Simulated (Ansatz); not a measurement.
# CdS (Greenockite): the cost of one run

Method: DFT PBEsol, all-electron LAPW, scalar-relativistic unless said, in Ansatz 0.2.0.

## 1. The structure to begin with

Symmetry: P6_3mc, No. 186, hexagonal system. The conventional cell has a = 4.124 Å, b = 4.124 Å, c = 6.710 Å, α = 90.00°, β = 90.00°, γ = 120.00°. Around Cd (site symmetry 3m) lie 4 S at 2.52 to 2.53 Å. S (site symmetry 3m) has 4 Cd at 2.52 to 2.53 Å as nearest neighbours.

Structure file:

```xyz
4
Lattice="4.1239 0.0000 0.0000 -2.0619 3.5714 0.0000 0.0000 0.0000 6.7097" Properties=species:S:1:pos:R:3 pbc="T T T"
Cd    0.0000    2.3809   -0.0052
Cd    2.0619    1.1905    3.3496
S     0.0000    2.3809    2.5213
S     2.0619    1.1905    5.8762
```

Cartesian axes are those of the input's lattice vectors. The structure goes back to a database entry.

## 2. Reference run, fine mesh, LAPW

Input file input.yaml:

```yaml
crystal:
  lattice:
    - [4.12385756491, 0.0, 0.0]
    - [-2.06192878245, 3.5713654128, 0.0]
    - [0.0, 0.0, 6.7096909191]
  atoms:
    - { symbol: Cd, position: [0.333333333333, 0.666666666667, -0.00077699401] }
    - { symbol: Cd, position: [0.666666666667, 0.333333333333, 0.49922300599] }
    - { symbol: S, position: [0.333333333333, 0.666666666667, 0.37577699401] }
    - { symbol: S, position: [0.666666666667, 0.333333333333, 0.87577699401] }
kpoints:
  mp_grid: { grid: [6, 6, 4] }
scf:
  occupations: { method: fixed }
hamiltonian:
  xc: pbesol
  pseudopotentials: { kind: all_electron, lapw: { basis_error: 0.001 } }
magnetization:
  noncollinear: true
  spin_orbit: true
output:
  forces: true
  stress: true
  eigenvalues: true
  eigenstates:
    nscf_kmesh: { grid: [10, 10, 6] }
    de_dk: true
    e_range: [-9, 11.09287837348]
checkpoint:
  write: ck
  write_wavefunctions: false
```

Started as:

```bash
$ ansatz run input.yaml --threads 1 --pin off --max-ram 3072MiB --backend cpu --events-out ev --progress --plain --runs-dir out
```

Q: Estimate wall time and peak memory on 1 thread of Intel Xeon Platinum 8488C (Sapphire Rapids), shared host.

About 4.6 min, with a peak of 0.87 GiB.
